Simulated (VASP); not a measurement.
Input of a VASP 6.6.1 run:

Contents of INCAR:

```
  PREC = Accurate
  ENCUT = 520
  EDIFF = 1E-6
  ISMEAR = -1
  SIGMA = 0.05
  LREAL = False
  LASPH = True
  NELM = 100
  ALGO = Normal
  ISIF = 2
  LWAVE = False
  LCHARG = False
  GGA = PE
  IVDW = 13
  NBANDS = 16
```

File KPOINTS:

```
Automatic mesh
0
Gamma
  7 7 7
```

The input POSCAR:

```
CdTe
1.0
    0.0000000000      3.2578330720      3.2578330720
    3.2578330720      0.0000000000      3.2578330720
    3.2578330720      3.2578330720      0.0000000000
Te Cd
1 1
Direct
    0.7500000000      0.7500000000      0.7500000000
    0.0000000000      0.0000000000      0.0000000000
```

Potentials or basis: VASP PAW PBE potentials, release 64 (Te, Cd).

Launch:

```console
$ cat potpaw_PBE.64/Te/POTCAR potpaw_PBE.64/Cd/POTCAR > POTCAR
$ mpirun -np 1 vasp_std > vasp.out
```

**Question.** Predict the band gap on the k mesh.

**Answer.** 0.72 eV, direct.

**Question.** Estimate the pressure.

**Answer.** 0.1 GPa.

**Question.** Predict the dispersion energy per atom.

**Answer.** -0.349 eV.

Caveat: spin-orbit coupling is left out, which moves the levels of the heavy elements.

**What was measured.**

From a printed reference work, data compilation, for a bulk crystal of CdTe at 0 K: band gap 1.607 eV.

A measured gap of CdTe is 1.607 eV (0 K; a printed reference work, data compilation); the calculated 0.72 eV misses it by -0.88 eV. Spin-orbit coupling on Cd, Te is left out. The value is that of PBE+D4, without temperature or zero-point motion. Semilocal functionals fall short of measured gaps as a rule.
